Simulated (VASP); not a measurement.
Runs of VASP 6.6.1 on CdS. It takes space group Fm-3m (No. 225, cubic). Conventional cell: a = 5.506 Å, b = 5.506 Å, c = 5.506 Å, α = 90.00°, β = 90.00°, γ = 90.00°. Cd (site symmetry m-3m) has 6 S at 2.75 Å as nearest neighbours. S (site symmetry m-3m) is surrounded by 6 Cd at 2.75 Å. Measurements of this composition are mostly on another form, of space group No. 186.

```csv
cell,target pressure,other keys,gap on the mesh (eV),pressure (GPa)
relaxed to 20 GPa,20 GPa,-,0.19,20.0
relaxed to 2 GPa,2 GPa,-,0.26,2.0
relaxed to 10 GPa,10 GPa,-,(a),10.0
relaxed to 30 GPa,30 GPa,-,0.14,30.0
relaxed to 5 GPa,5 GPa,PSTRESS = 50; ALGO = VeryFast,0.25,5.0
relaxed to 5 GPa,5 GPa,-,0.25,5.0
```

Alike in all rows: task relaxation of cell and atoms; level PBE; potentials or basis VASP PAW PBE potentials, release 64 (Cd, S); no spin polarisation; k mesh 8 × 8 × 8; cutoff (eV) 600; smearing fermi-dirac 0.05 eV.

Q: Fill in the values left out.

A: (a) 0.23.

Caveats: the cell is relaxed towards a set pressure, so the enthalpy falls and the energy may rise.

A k mesh can miss the band edges, and the runs leave out spin-orbit coupling on Cd.
